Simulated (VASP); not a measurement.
**Ag: single point with HSE06**

The system is Ag.

```
Ag
1.0
     2.75217    0.00000    0.00000
     0.00000    2.75217    0.00000
     0.00000    0.00000    2.75217
Ag
1
Direct
  0.00000 0.00000 0.00000
```

This isn't the form of Ag at room conditions, which is fcc.

```json
{
  "Program": "VASP 6.6.1",
  "Task": "single point",
  "Functional": "HSE06",
  "Potentials or basis": "VASP PAW PBE potentials, release 64 (Ag)",
  "Cutoff": "520 eV",
  "k mesh": "6 × 6 × 6",
  "Occupations": "fermi-dirac, width 0.1 eV",
  "Spin": "no spin polarisation",
  "Dipole correction": "no",
  "Exchange at q = 0": "truncated",
  "Grid for exact exchange (PRECFOCK)": "Normal",
  "Screening parameter": "0.2079 1/A",
  "Further INCAR settings": "ALGO = Normal; EDIFF = 1e-07; NBANDS = 12"
}
```

- Pressure: -0.4 GPa
- Band gap on the k mesh: none (metal or under the smearing width)

Levels at points of the mesh, in eV from the Fermi level:
```csv
k point,band 1,band 2,band 3,band 4,band 5,band 6,band 7,band 8,band 9,band 10
"(0.00, 0.00, 0.00)",-7.26,-7.20,-7.20,-4.21,-4.21,-4.21,14.75,14.75,14.75,19.83
"(0.50, 0.00, 0.00)",-6.90,-6.36,-5.18,-5.18,-4.12,-0.66,1.76,17.71,19.62,20.12
"(0.50, 0.50, 0.00)",-7.20,-6.34,-5.01,-5.01,-3.24,4.22,4.22,8.18,9.82,22.30
"(0.50, 0.50, 0.50)",-6.67,-6.67,-6.67,-3.20,-3.20,9.18,9.18,9.18,10.56,14.78
```

It took 4.6 min on 1 thread of Intel(R) Xeon(R) 6975P-C (Granite Rapids), on a shared host, peak memory 0.23 GiB.

Caveat: the k mesh is coarse (spacing up to 0.38 Å⁻¹), so the values aren't converged, least of all with exact exchange; the PAW data sets were made with another functional, which shifts forces and pressure a little.
